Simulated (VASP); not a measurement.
The system is BaS.

```xyz
2
Lattice="0.0000 3.1850 3.1850 3.1850 0.0000 3.1850 3.1850 3.1850 0.0000" Properties=species:S:1:pos:R:3 pbc="T T T"
Ba    0.0000    0.0000    0.0000
S     3.1850    3.1850    3.1850
```

The cell was built by a generator and needn't be a form met in nature.

```yaml
Program: VASP 6.6.1
Task: relaxation of cell and atoms
Functional: r2SCAN
Potentials_or_basis: VASP PAW PBE potentials, release 64 (Ba_sv, S)
Cutoff: 600 eV
k_mesh: 8 × 8 × 8
Occupations: gaussian, width 0.02 eV
Spin: no spin polarisation
```

At the start: pressure 1.8 GPa; volume 32.31 Å³/atom.

How do energy, volume and symmetry change on relaxing?

Over 3 steps the energy falls by 7.0 meV/atom and the volume is 33.56 Å³/atom (+3.9 %); space group Fm-3m (No. 225, to 0.05 Å).

Step by step:
| step | energy change (eV) | largest force (eV/Å) | pressure (GPa) | volume (Å³) |
| --- | --- | --- | --- | --- |
| 1 | 0.0000 | 0.0000 | 1.84 | 64.62 |
| 2 | -0.0118 | 0.0000 | -0.65 | 68.15 |
| 3 | -0.0139 | 0.0000 | 0.00 | 67.13 |

Final structure:
```yaml
crystal:
  lattice:
    - [0.00000, 3.22569, 3.22569]
    - [3.22569, 0.00000, 3.22569]
    - [3.22569, 3.22569, 0.00000]
  atoms:
    - { symbol: Ba, position: [0.00000, 0.00000, 0.00000] }
    - { symbol: S, position: [0.50000, 0.50000, 0.50000] }
```

Caveat: the PAW data sets were made with another functional, which shifts forces and pressure a little.
